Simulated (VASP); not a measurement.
W: single point with PBE

The system is W.

```
CELL_PARAMETERS angstrom
2.62899 0.00000 0.00000
0.00000 2.62899 0.00000
0.00000 0.00000 2.62899
ATOMIC_POSITIONS crystal
W 0.00000 0.00000 0.00000
```

The cell was built by a generator and needn't be a form met in nature.

| Item | Value |
| --- | --- |
| Program | VASP 6.6.1 |
| Task | single point |
| Functional | PBE |
| Potentials or basis | VASP PAW PBE potentials, release 64 (W_sv) |
| Cutoff | 520 eV |
| k mesh | 6 × 6 × 6 |
| Occupations | gaussian, width 0.1 eV |
| Spin | no spin polarisation |
| Dipole correction | no |
| Further INCAR settings | ALGO = Normal; EDIFF = 1e-06; NBANDS = 13 |

```yaml
Pressure: 0.7 GPa
Band_gap_on_the_k_mesh: none (metal or under the smearing width)
```

Levels at points of the mesh, in eV from the Fermi level:
| k point | band 4 | band 5 | band 6 | band 7 | band 8 | band 9 | band 10 | band 11 |
| --- | --- | --- | --- | --- | --- | --- | --- | --- |
| (0.00, 0.00, 0.00) | -37.70 | -8.59 | -4.36 | -4.36 | 4.76 | 4.76 | 4.76 | 14.73 |
| (0.50, 0.00, 0.00) | -37.58 | -5.09 | -3.39 | -0.73 | 0.94 | 0.94 | 5.16 | 9.28 |
| (0.50, 0.50, 0.00) | -37.47 | -5.57 | -2.92 | 1.72 | 1.72 | 4.79 | 4.79 | 7.43 |
| (0.50, 0.50, 0.50) | -38.66 | -3.90 | -3.90 | -3.90 | 7.35 | 7.71 | 7.71 | 11.62 |

Wall time 2.5 s on 1 thread of Intel(R) Xeon(R) Platinum 8488C (Sapphire Rapids), on a shared host, peak memory 0.12 GiB.

Caveat: the k mesh is coarse (spacing up to 0.40 Å⁻¹), so the values aren't converged. The run has no spin-orbit coupling, so splittings on W are missing.
